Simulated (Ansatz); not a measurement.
Space group I4/mmm (No. 139). a = 3.229 Å, b = 3.229 Å, c = 7.867 Å, α = 90.00°, β = 90.00°, γ = 90.00°
```json
{"atom": "Si", "site": "4e", "symmetry": "4mm", "x": "0.0000", "y": "0.0000", "z": "0.3346"}
{"atom": "W", "site": "2a", "symmetry": "4/mmm", "x": "0.0000", "y": "0.0000", "z": "0.0000"}
```

Equation of state of this Si₂W structure (not necessarily the ground state), with shape and atoms relaxed at each volume where symmetry leaves them free. It has no gap at any of these volumes. The calculation used DFT PBE, scalar-relativistic, plane waves, PAW (Ansatz).

Settings: cutoff 420 eV, Γ-centred mesh 18×18×18 on the computed 3-atom cell, Gaussian smearing of 0.10 eV; no spin polarisation.

| V (Å³/atom) | E − E(largest V) (meV/atom) | P (GPa) |
| --- | --- | --- |
| 12.031 | 89.98 | 36.69 |
| 12.441 | 11.17 | 25.19 |
| 12.851 | -40.48 | 15.41 |
| 13.261 | -68.99 | 7.09 |
| 13.671 | -77.83 | 0.01 |
| 14.082 | -69.93 | -6.00 |
| 14.492 | -47.84 | -11.10 |
| 15.039 | 0.00 | -16.70 |

**Question.** Fit a third-order Birch–Murnaghan equation to E(V).

**Answer.** V0 = 13.67 Å³/atom, B0 = 217 GPa, B0' = 4.4.

Spin-orbit coupling is left out, which matters for the bands of heavy elements.